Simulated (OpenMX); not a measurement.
**Cs: equation of state with LDA**

Cs:

```
CELL_PARAMETERS angstrom
-3.12847 3.12847 3.12847
3.12847 -3.12847 3.12847
3.12847 3.12847 -3.12847
ATOMIC_POSITIONS crystal
Cs 0.00000 0.00000 0.00000
```

- Program: OpenMX 3.8.5
- Task: equation of state
- Functional: LDA
- Potentials or basis: OpenMX 2013 LDA set, Cs12.0-s3p2d2f1, fixed grid of 45 × 45 × 45 points
- k mesh: 7 × 7 × 7
- Occupations: fermi-dirac, width 0.05 eV
- Spin: no spin polarisation

```json
{"Equilibrium volume": "outside the volumes run"}
```

Energy against volume, from the lowest point:
| volume (Å³/atom) | energy (meV/atom) |
| --- | --- |
| 115.128 | 0.00 |
| 117.578 | 4.85 |
| 120.027 | 10.17 |
| 122.477 | 15.95 |
| 124.926 | 21.99 |
| 127.376 | 28.33 |
| 129.825 | 35.01 |

Caveat: the basis of atomic orbitals isn't converged, which shifts pressures, moduli and gaps. The run has no spin-orbit coupling, so splittings on Cs are missing.
